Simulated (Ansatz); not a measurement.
Runs of Ansatz 0.2.0 on TiO2. The structure is tetragonal, space group P4_2/mnm (No. 136). Conventional cell: a = 4.600 Å, b = 4.600 Å, c = 2.959 Å, α = 90.00°, β = 90.00°, γ = 90.00°. Ti (site symmetry mmm) has 6 O at 1.95 to 1.98 Å as nearest neighbours. Around O (site symmetry m2m) lie 3 Ti at 1.95 to 1.98 Å. The cell is a database's computed one.

```csv
task,level,potentials or basis,U,cell,k mesh,cutoff (eV),points for each segment of the path,hubbard projectors,double counting,mesh quality,gap on the mesh (eV),pressure (GPa),relaxed volume (Å³/atom),largest force (eV/Å)
band structure,m-r2SCAN,Ansatz PAW,-,as given,6 × 6 × 9,500,14,-,-,not flagged,2.20,(c),-,0.06
single point,PBE,Ansatz PAW,-,as given,6 × 6 × 9,500,-,-,-,not flagged,(a),4.2,-,-
single point,r2SCAN0,Ansatz PAW,-,as given,4 × 4 × 5,500,-,-,-,coarse,4.40,-6.7,-,0.22
relaxation of cell and atoms,revPBE+D3(BJ),Ansatz PAW,-,relaxed,6 × 6 × 9,420,-,-,-,not flagged,(b),0.0,10.44,-
relaxation of cell and atoms,PBE+U,Ansatz PAW,Ti d U = 3 eV,relaxed,6 × 6 × 9,420,-,ortho-atomic (the default),fll (the default),not flagged,2.16,0.0,10.75,-
```

Alike in all rows: no spin polarisation; smearing fermi-dirac 0.05 eV.

**Question.** Fill in the values left out.

**Answer.** (a) 1.86; (b) 1.88; (c) -1.0.

Caveats: some runs use coarse meshes; odd divisions of the mesh miss points on the zone boundary, where band edges often lie, so the gap on the mesh can be too wide (some runs); the PAW data sets come from PBE, with cores solved anew for the run's functional, which leaves a small shift of forces and pressure (some runs); the plane-wave basis is chosen anew once the cell has moved, so the energies of steps on either side of that aren't comparable (some runs); the thresholds are loose for stress (some runs).

A k mesh can miss the band edges.
